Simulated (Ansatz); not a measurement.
P:

```
P
1.0
     1.64774   -5.46504    0.00000
     1.64774    5.46504    0.00000
     0.00000    0.00000    4.54364
P
4
Direct
  0.90414 0.09586 0.58882
  0.09586 0.90414 0.41118
  0.59586 0.40414 0.08882
  0.40414 0.59586 0.91118
```

Base run:

| Property | Result |
| --- | --- |
| Program | Ansatz 0.2.0 |
| Functional | PBE |
| Potentials or basis | Ansatz PAW |
| Cutoff | 420 eV (not typed: the program's choice for these potentials) |
| k mesh | 8 × 8 × 6 |
| Occupations | fermi-dirac, width 0.05 eV |
| Spin | no spin polarisation |

Its results: pressure 2.0 GPa; largest force 0.338 eV/Å.

**Question.** The run is repeated on the same cell with these changes: functional from PBE to LDA. What comes out?

**Answer.** Pressure -2.1 GPa; largest force 0.196 eV/Å.

LDA binds more tightly than PBE, so the same cell stands under less pressure.

Caveats: the PAW data sets come from PBE, with cores solved anew for the run's functional, which leaves a small shift of forces and pressure (some runs).
